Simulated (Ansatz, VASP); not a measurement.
## Two plane-wave programs on Al

```xyz
16
Lattice="5.6324 0.0000 0.0000 -2.8162 4.8778 0.0000 0.0000 0.0000 23.8983" Properties=species:S:1:pos:R:3 pbc="T T T"
Al    1.4081    0.8130    8.5000
Al    0.0000    3.2519    8.5000
Al    4.2243    0.8130    8.5000
Al    2.8162    3.2519    8.5000
Al    2.8162    1.6259   10.7994
Al    1.4081    4.0649   10.7994
Al    0.0000    1.6259   10.7994
Al   -1.4081    4.0649   10.7994
Al   -1.4081    2.4389   13.0855
Al    0.0000    0.0000   13.0855
Al    1.4081    2.4389   13.0855
Al    2.8162    0.0000   13.0855
Al    0.0000    3.2519   15.4152
Al    1.4081    0.8130   15.4152
Al    2.8162    3.2519   15.4152
Al    4.2243    0.8130   15.4152
```

Alike in both runs: functional PBE; dispersion D3(BJ); k mesh 6 × 6 × 1; occupations gaussian, width 0.1 eV; no spin polarisation.

Ansatz relaxed the structure, and its values are those at the end. VASP's run is a single point on that final structure, the one shown.

```csv
,VASP,Ansatz
version,VASP 6.6.1,Ansatz 0.2.0
potentials or method,"VASP PAW PBE potentials, release 64 (Al)","scalar-relativistic, plane waves, PAW"
plane-wave cutoff (eV),520,420
valence electrons in the cell,48,48
```

```csv
,VASP,Ansatz,Ansatz less VASP
gap on the k mesh at the Fermi level (eV),none,none,-
rms of the force components (eV/Å),0.040,0.039,-0.0005
```

A gap of «none» marks a metal or a gap that the smearing closes. Ansatz warned: «xc_potential_rough_in_thin_density».
